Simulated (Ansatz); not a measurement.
SnSe under changes of volume

One of the cells (27.271 Å³/atom); the others are scaled copies at fixed shape and fractional positions:

```
CELL_PARAMETERS angstrom
0.00000 3.01000 3.01000
3.01000 0.00000 3.01000
3.01000 3.01000 0.00000
ATOMIC_POSITIONS crystal
Sn 0.00000 0.00000 0.00000
Se 0.50000 0.50000 0.50000
```

Measurements of this composition are mostly on another form, of space group No. 62.

| Item | Value |
| --- | --- |
| Program | Ansatz 0.2.0 |
| Functional | PBE |
| Potentials or basis | PseudoDojo stringent (PBE files) |
| Cutoff | 1415 eV |
| Density cutoff | 5660 eV |
| k mesh | 8 × 8 × 8 |
| Occupations | fermi-dirac, width 0.05 eV |
| Spin | no spin polarisation |

```tsv
volume (Å³/atom)	energy over the lowest point (meV/atom)	pressure (GPa)	gap on the mesh (eV)
25.635	?	?	?
26.180	15.96	3.3	0.73
26.725	6.77	2.1	0.67
27.271	1.58	1.0	0.58
27.816	0.00	0.0	0.49
28.362	1.67	-0.9	0.41
28.907	6.26	-1.7	0.34
```

Question: What does the run at 25.635 Å³/atom give?

Answer: Energy over the lowest point 29.59 meV/atom; pressure 4.7 GPa; gap on the mesh 0.76 eV.

Worked out: A Birch-Murnaghan fit of order 3 (a polynomial in V^(-2/3)) to the other rows has its minimum at 27.80 Å³/atom with B0 = V·E''(V) = 49 GPa and B' = 4.3. It gives 29.60 meV/atom at 25.635 Å³/atom, against the run's 29.59, and -dE/dV = 4.7 GPa, against 4.7. A parabola through the other rows of the gap, of slope -3.69 eV per unit of ln V there, extrapolates to 0.82 eV, against the run's 0.76.

Energies are extrapolated to zero smearing.

Caveats: spin-orbit coupling is left out, which moves the levels of the heavy elements.

A mesh can miss the band edges.
